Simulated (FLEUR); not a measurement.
## FeO under changes of volume

One of the cells (10.695 Å³/atom); the others are scaled copies at fixed shape and fractional positions:

```
CELL_PARAMETERS angstrom
-1.60210 1.60210 2.08339
1.60210 -1.60210 2.08339
1.60210 1.60210 -2.08339
ATOMIC_POSITIONS crystal
Fe 0.00000 0.00000 0.00000
O 0.50000 0.50000 0.00000
```

The cell comes from a database or a generator and needn't be the stable form of this composition.

- Program: FLEUR MaX-R8.1 (later development tree)
- Functional: LDA
- Potentials or basis: all-electron
- Basis: FLAPW
- Kmax: 4.9 1/bohr
- k mesh: 12 × 12 × 12
- Occupations: fermi-dirac, width 0.05 eV
- Spin: collinear spin, ferromagnetic start
- Starting moments: [3.0, 0.0] μB

```csv
volume (Å³/atom),energy over the lowest point (meV/atom),moment (μB per cell)
10.053,0.00,3.97
10.267,21.37,3.99
10.695,75.23,4.00
11.123,?,?
11.337,178.49,4.00
```

Problem. What does the run at 11.123 Å³/atom give?

Solution. Energy over the lowest point 141.56 meV/atom; moment 4.00 μB per cell.

Worked out: A Birch-Murnaghan fit of order 2 (a polynomial in V^(-2/3)) to the other rows has no minimum within the range. It gives 141.53 meV/atom at 11.123 Å³/atom, against the run's 141.56. A parabola through the other rows of the moment, of slope -0.0127 μB per Å³/atom there, gives 4.00 μB, against the run's 4.00.

Energies are extrapolated to zero smearing.

Caveats: a cell with one magnetic atom can't hold antiferromagnetic order, which such compounds often take.
